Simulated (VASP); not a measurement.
Input of a VASP 6.6.1 run:

INCAR

```
ALGO     = Normal         # electronic algorithm
EDIFF    = 1E-6           # SCF threshold, eV
EDIFFG   = -0.01          # ionic threshold
ENCUT    = 600            # plane-wave cutoff, eV
GGA      = RP             # functional
IBRION   = 2              # ionic algorithm
ISIF     = 3              # what is computed and relaxed
ISMEAR   = 0              # smearing method
LASPH    = T              # aspherical terms in the spheres
LCHARG   = F              # write CHGCAR
LREAL    = F              # projectors in reciprocal space
LWAVE    = F              # write WAVECAR
NELM     = 80             # most SCF steps
NSW      = 90             # ionic steps
PREC     = Accurate       # precision mode
SIGMA    = 0.03           # smearing width, eV
```

Contents of KPOINTS:

```
k-points
0
Gamma
  10 10 10
```

The input POSCAR:

```
Si
1.0
    0.0000000000      2.7135600000      2.7135600000
    2.7135600000      0.0000000000      2.7135600000
    2.7135600000      2.7135600000      0.0000000000
Si
2
Direct
    0.7500000000      0.7500000000      0.7500000000
    0.5000000000      0.5000000000      0.5000000000
```

Potentials or basis: VASP PAW PBE potentials, release 64 (Si).

The run is started by

```bash
$ cat potpaw_PBE.64/Si/POTCAR > POTCAR
$ mpirun -np 1 vasp_std > vasp.out
```

Question: Estimate the relaxed volume.

Answer: 20.77 Å³/atom.

Question: Predict the relaxed cell.

Answer: a = 3.887 Å, b = 3.887 Å, c = 3.887 Å, α = 60.00°, β = 60.00°, γ = 60.00°.

Question: What does it give for the band gap on the k mesh?

Answer: 0.70 eV, indirect (least direct gap 2.56 eV).

The path:
| step | energy change (eV) | largest force (eV/Å) | pressure (GPa) | volume (Å³) |
| --- | --- | --- | --- | --- |
| 1 | 0.0000 | 0.0000 | 3.59 | 39.96 |
| 2 | -0.0099 | 0.0000 | -2.06 | 42.61 |
| 3 | -0.0170 | 0.0000 | 0.00 | 41.54 |

Caveat: the PAW data sets were made with another functional, which shifts forces and pressure a little. RPBE and its kin give volumes clearly too large for solids.
